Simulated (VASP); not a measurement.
Here is a VASP 6.6.1 calculation.

File POSCAR:

```
BaTiO3
1.0
    3.9998000000      0.0000000000      0.0000000000
    0.0000000000      3.9998000000      0.0000000000
    0.0000000000      0.0000000000      4.0180000000
Ba Ti O
1 1 3
Direct
    0.0000000000      0.0000000000      0.0000000000
    0.5000000000      0.5000000000      0.4900000000
    0.5000000000      0.5000000000      0.0190000000
    0.5000000000      0.0000000000      0.5170000000
    0.0000000000      0.5000000000      0.5170000000
```

The input INCAR.step1:

```
SYSTEM = BaTiO3
PREC = Accurate
ENCUT = 600
EDIFF = 1E-8
ISMEAR = 0
SIGMA = 0.02
LREAL = .False.
LASPH = .True.
NELM = 100
ALGO = Normal
ISIF = 3
LWAVE = .False.
LCHARG = .False.
METAGGA = R2SCAN
LMIXTAU = .True.
IBRION = 2
NSW = 40
EDIFFG = -0.002
```

File INCAR.step2:

```
SYSTEM = BaTiO3
PREC = Accurate
ENCUT = 600
EDIFF = 1E-8
ISMEAR = 0
SIGMA = 0.02
LREAL = .False.
LASPH = .True.
NELM = 100
ALGO = Normal
ISIF = 2
LWAVE = .False.
LCHARG = .False.
METAGGA = R2SCAN
LMIXTAU = .True.
IBRION = 6
NFREE = 2
POTIM = 0.015
NSW = 1
```

Contents of KPOINTS:

```
Automatic mesh
0
Gamma
  6 6 6
  0 0 0
```

Potentials or basis: VASP PAW PBE potentials, release 64 (Ba_sv, Ti_sv, O).

Command:

```bash
$ cat potpaw_PBE.64/Ba_sv/POTCAR potpaw_PBE.64/Ti_sv/POTCAR potpaw_PBE.64/O/POTCAR > POTCAR
$ cp INCAR.step1 INCAR
$ mpirun -np 1 vasp_std > vasp.out
$ cp CONTCAR POSCAR
$ cp INCAR.step2 INCAR
$ mpirun -np 1 vasp_std > vasp.out
```

Task: Estimate the highest phonon frequency at Γ, LO-TO splitting left out.

Result: 542 cm⁻¹.

Task: Predict the most unstable mode.

Result: 124i cm⁻¹.

Task: Estimate the relaxed cell.

Result: a = 3.987 Å, b = 3.987 Å, c = 4.116 Å, α = 90.00°, β = 90.00°, γ = 90.00°.

The path:
```tsv
step	energy change (eV)	largest force (eV/Å)	pressure (GPa)	volume (Å³)
1	0.0000	0.3073	1.04	64.28
2	-0.0075	0.2270	-0.78	65.06
3	-0.0077	0.2152	-1.06	65.18
4	-0.0126	0.1177	-0.04	64.99
5	-0.0128	0.0970	0.20	64.95
6	-0.0146	0.0778	0.19	65.03
7	-0.0166	0.0976	0.22	65.19
8	-0.0167	0.1060	0.23	65.22
9	-0.0175	0.0725	-0.28	65.49
10	-0.0176	0.0680	-0.35	65.53
11	-0.0179	0.0662	0.24	65.37
12	-0.0180	0.0511	0.06	65.42
13	-0.0181	0.0195	-0.01	65.43
14	-0.0181	0.0024	0.01	65.42
15	-0.0181	0.0031	0.01	65.42
16	-0.0181	0.0023	-0.01	65.44
17	-0.0181	0.0025	-0.01	65.43
18	-0.0181	0.0022	-0.01	65.43
19	-0.0181	0.0015	0.00	65.43
```

Caveat: some modes are imaginary; the PAW data sets were made with another functional, which shifts forces and pressure a little. The run has no spin-orbit coupling, so splittings on Ba are missing.
